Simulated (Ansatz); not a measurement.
**C: relaxing the structure by PAW and LAPW**

Where does C settle (atoms shaken by about 0.25 Å, then relaxed in the fixed cell), by PAW and LAPW? Both runs start alike, so that frozen cores can be judged against all electrons.

Program: Ansatz 0.2.0. Level of theory: DFT PBE, scalar-relativistic. These are calculated values, not measurements.

## Step 1: The system as given

The structure is triclinic, space group P-1 (No. 2). The conventional cell has a = 2.456 Å, b = 2.456 Å, c = 3.566 Å, α = 80.09°, β = 69.86°, γ = 60.00°. Around C (site symmetry 1) lie 1 C at 1.21 Å.

As a file:

```cif
data_structure
_symmetry_space_group_name_H-M 'P 1'
_symmetry_Int_Tables_number 1
_cell_length_a 3.9665
_cell_length_b 3.5661
_cell_length_c 2.4560
_cell_angle_alpha 80.086
_cell_angle_beta 62.329
_cell_angle_gamma 37.586
_cell_volume 17.49
loop_
_atom_site_label
_atom_site_type_symbol
_atom_site_fract_x
_atom_site_fract_y
_atom_site_fract_z
_atom_site_occupancy
C1 C 0.26083 0.78279 0.19484 1
C2 C 0.79269 0.20625 0.85714 1
```

Atoms are numbered in the order of the input: C1, C2.

## Step 2: PAW on the default files

input.yaml

```yaml
crystal:
  lattice:
    - [0.0, 2.127, 3.348]
    - [1.228, 0.0, 3.348]
    - [1.228, 2.127, 0.0]
  atoms:
    - { symbol: C, position: [0.26083375, 0.78278763, 0.19484055] }
    - { symbol: C, position: [0.79269087, 0.20625065, 0.85713603] }
kpoints:
  mp_grid: { grid: [11, 11, 11] }
scf:
  occupations: { method: fermi_dirac, width: 0.05 }
hamiltonian:
  xc: pbe
  pseudopotentials: { kind: paw }
output:
  forces: true
  stress: true
  efg: { contact_densities: true }
relax:
  f_tol: 0.01
  max_steps: 80
```

The run is started by

```sh
$ ansatz run input.yaml --threads 1 --pin off --max-ram 2048MiB --backend cpu --events-out ev --progress --plain --runs-dir out
```

Standard output, shortened:

```text
Warning: output.stress: scf.convergence.dr2_threshold = 1e-7 eV (the SCF's general default) is looser than the 2e-10 eV advised for a printed stress (1e-10 eV for each atom of the cell: 2). What an SCF threshold leaves in a stress goes as its square root, and in the free energy as the [...]
Pseudopotentials: kind: paw
Pseudopotential: C, paw, valence charge 4, recommended cutoff 420 eV (normal)
Functional definition: PBE
[...]
Crystal: 2 atoms, lattice volume = 17.490 Å³
Basis set: ecut = 420 eV, 333 PW (Γ), exchange–correlation on 54×48×36 points (8 copies of the dense FFT grid, shifted against one another)
Bands: 8, of which v1, the nominal top of the filled ones, is band 4 counted from 1 (3 counted from 0)
Symmetry: 2 space group operations
Space group: P-1 (ITA 2), of the structure as read, at distance tolerance 2.6e-5 Å
k-points: 666 of 1331
[...]
SCF iter   1: F=—  HF=-499.570703 eV  |F-HF|=—  |Δ(HF+E_count)|=         —  Δρ=1.15e-2  dr2=1.24e-2  ethr=1.77e-3  ⟨swp⟩=4.4  Hψ=35140  notcnv=0
[...]
relax step   1: F+E_penalty+E_count = -499.56990312 eV  Δ(F+E_penalty+E_count) = +0.000e0 eV  max|allowed force component| = 9.804e0 eV/Å  Δτ_max = 0.0000 Å  (6 SCF iters, dr2 threshold 2.50e-6 eV, accepted)
[...]
relax step   4: F+E_penalty+E_count = -501.85207722 eV  Δ(F+E_penalty+E_count) = -3.887e-4 eV  max|allowed force component| = 8.486e-4 eV/Å  Δτ_max = 0.0019 Å  (6 SCF iters, dr2 threshold 2.52e-6 eV, accepted)
[...]
relax step   5: F+E_penalty+E_count = -501.85207722 eV  Δ(F+E_penalty+E_count) = +1.705e-13 eV  max|allowed force component| = 8.486e-4 eV/Å  Δτ_max = 0.0000 Å  (6 SCF iters, accepted)
SCF converged after 6 iterations
Free energy (F): -501.852077 eV
[...]
E sigma→0 (E₀):  -501.852072 eV
Entropy (-TS):   -0.000011 eV (-0.005 meV/atom)
Fermi energy:    7.320445 eV
[...]
--- Forces (eV/Å), atoms counted from 1 ---
  atom   1  C      0.00084858     0.00069145    -0.00020757
  atom   2  C     -0.00084858    -0.00069145     0.00020757
[...]
--- Stress (GPa, compression-positive) ---
        4.926026      -0.001801       0.000000
       -0.001801       4.863458      -0.000012
        0.000000      -0.000012       3.983508
  P = ⅓ Tr σ = 4.5910 GPa (45.910 kbar)
--- PAW observables at the nuclei: V_zz in 10²¹ V/m², potentials from the cell's mean, atoms counted from 1 ---
  atom   1  C  V_zz =    +2.355949   η = 0.0051   by run symmetry: allowed
            electrostatic potential = -412.970884 V   contact ρ = 867.087136 e/Å³
  atom   2  C  V_zz =    +2.355949   η = 0.0051   by run symmetry: allowed
            electrostatic potential = -412.970884 V   contact ρ = 867.087136 e/Å³
--- Relaxed structure (5 steps of the walk, 5 accepted, 0 SCFs on fresh bases) ---
  F+E_penalty+E_count = -501.85207722 eV   max|allowed force component| = 8.486e-4 eV/Å
  atoms:
    - { symbol: C, position: [0.19351122041891144, 0.827772094585503, 0.1927291593455368] }
    - { symbol: C, position: [0.8600133995810887, 0.1612661854144971, 0.8592474206544632] }
```

Run time: 13 s. Hardware: 1 thread of Intel Xeon 6975P-C (Granite Rapids), shared host.

Relaxation path:

| step | energy from step 1 (eV/cell) | largest force component (eV/Å) |
| --- | --- | --- |
| 1 | 0.0000 | 9.8044 |
| 2 | -1.3657 | 7.7494 |
| 3 | -2.2818 | 0.2010 |
| 4 | -2.2822 | 0.0008 |
| 5 | -2.2822 | 0.0008 |

Step 1 is the start. Step 5 solves the same geometry again.

The largest move, 0.17 Å, is shared by several atoms, C1 among them.

## Step 3: Full-potential LAPW

Edit input.yaml of step 2 so:

```diff
@@ -14,3 +14,3 @@
   xc: pbe
-  pseudopotentials: { kind: paw }
+  pseudopotentials: { kind: all_electron, lapw: { basis_error: 0.001 } }
 output:
@@ -18,3 +18,2 @@
   stress: true
-  efg: { contact_densities: true }
 relax:
```

The run is started by

```sh
$ ansatz run input.yaml --threads 1 --pin off --max-ram 2048MiB --backend cpu --events-out ev --progress --plain --runs-dir out
```

Standard output, shortened:

```text
[...]
LAPW: plane waves up to 14.323 Å⁻¹, error target 1.0e-3 eV per atom; small_component_spin mean_spin; C in spheres of 0.585 Å, 6 of its electrons in bands, Dirac shells []
[...]
Pseudopotentials: kind: all_electron
Pseudopotential: C, LAPW, valence charge 6, Koelling and Harmon's equation, gaussian nucleus
[... 1 set-up line as earlier in the session ...]
[...]
Crystal: 2 atoms, lattice volume = 17.490 Å³
Basis set: ecut = 781.5938263137537 eV, 855 PW (Γ), FFT grids on a1−a2−a3, a2, a3, exchange–correlation at level 2
Bands: 10, of which v1, the nominal top of the filled ones, is band 6 counted from 1 (5 counted from 0)
[... 2 set-up lines as earlier in the session ...]
k-points: 666 of 1331
[...]
SCF converged after 2 iterations
Free energy (F): -2073.704595 eV
[...]
E sigma→0 (E₀):  -2073.704589 eV
Entropy (-TS):   -0.000011 eV (-0.005 meV/atom)
Fermi energy:    7.527806 eV
[...]
--- Forces (eV/Å), atoms counted from 1 ---
  atom   1  C      0.00078190     0.00255649    -0.00019956
  atom   2  C     -0.00078190    -0.00255649     0.00019956
[...]
--- Stress (GPa, compression-positive) ---
        4.818927      -0.001498      -0.000001
       -0.001498       4.763082      -0.000013
       -0.000001      -0.000013       4.000559
  P = ⅓ Tr σ = 4.5275 GPa (45.275 kbar)
--- Relaxed structure (5 steps of the walk, 5 accepted, 0 SCFs on fresh bases) ---
  F+E_penalty+E_count = -2073.70459493 eV   max|allowed force component| = 2.556e-3 eV/Å
  atoms:
    - { symbol: C, position: [0.1935069704154549, 0.8277763488119618, 0.19272514840841237] }
    - { symbol: C, position: [0.8600176495845452, 0.16126193118803822, 0.8592514315915879] }
```

It took 2.2 min on 1 thread of Intel Xeon 6975P-C (Granite Rapids), shared host.

The steps of the relaxation:

| step | energy from step 1 (eV/cell) | largest force component (eV/Å) |
| --- | --- | --- |
| 1 | 0.0000 | 9.8033 |
| 2 | -1.3646 | 7.7414 |
| 3 | -2.2796 | 0.1995 |
| 4 | -2.2800 | 0.0024 |
| 5 | -2.2800 | 0.0026 |

Step 1 is the start. Step 5 solves the same geometry again.

The largest move, 0.17 Å, is shared by several atoms, C1 among them.

## Step 4: Summary of results

| quantity | value |
| --- | --- |
| PAW: energy gained | 1141.1 meV/atom |
| PAW: accepted moves | 3 |
| PAW: space group | P-1 → Fmmm |
| LAPW: energy gained | 1140.0 meV/atom |
| LAPW: accepted moves | 3 |
| LAPW: space group | P-1 → Fmmm |

What this shows: By PAW the atoms settle in 3 moves, C1 moving most (0.17 Å), and the energy falls by 1141.1 meV/atom. PAW's energy gain differs from LAPW's by +1.1 meV/atom. The price, with the outputs that each input asks for: 2.2 min for LAPW against 13 s for PAW, about 10 to one.
